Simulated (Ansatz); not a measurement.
ZrO2:
```
ZrO2
1.0
    3.55758     0.00000     0.00000
    0.00000     3.55758     0.00000
    0.00000     0.00000     5.11078
Zr O
2 4
Direct
  0.00000   0.00000   0.00000
  0.50000   0.50000   0.50000
  0.00000   0.50000   0.20709
  0.00000   0.50000   0.70709
  0.50000   0.00000   0.29291
  0.50000   0.00000   0.79291
```

Cartesian axes are those of the cell as given.

Q: Give the high-frequency dielectric tensor and the Born effective charge tensors of the independent atoms from DFPT, the program Ansatz at the LDA level (PAW).

A: 
ε∞:
```
5.77  0.00  0.00
0.00  5.77  0.00
0.00  0.00  5.25
```
Z* of atom 1 (Zr), rows: field, columns: displacement, in e:
```
5.74  0.00  0.00
0.00  5.74  0.00
0.00  0.00  5.08
```
Z* of atom 3 (O), rows: field, columns: displacement, in e:
```
-2.19   0.00   0.00
 0.00  -3.55   0.00
 0.00   0.00  -2.54
```

Space group P4_2/nmc. This is a known high-temperature phase of the composition, computed here at zero pressure and temperature. The LDA relaxation kept the symmetry of its start; its stability against distortions is not shown here. No spin polarisation was allowed. Scalar-relativistic: spin–orbit coupling is off unless named, which matters more the heavier the elements.

Potentials: the later of the program's two PAW sets.
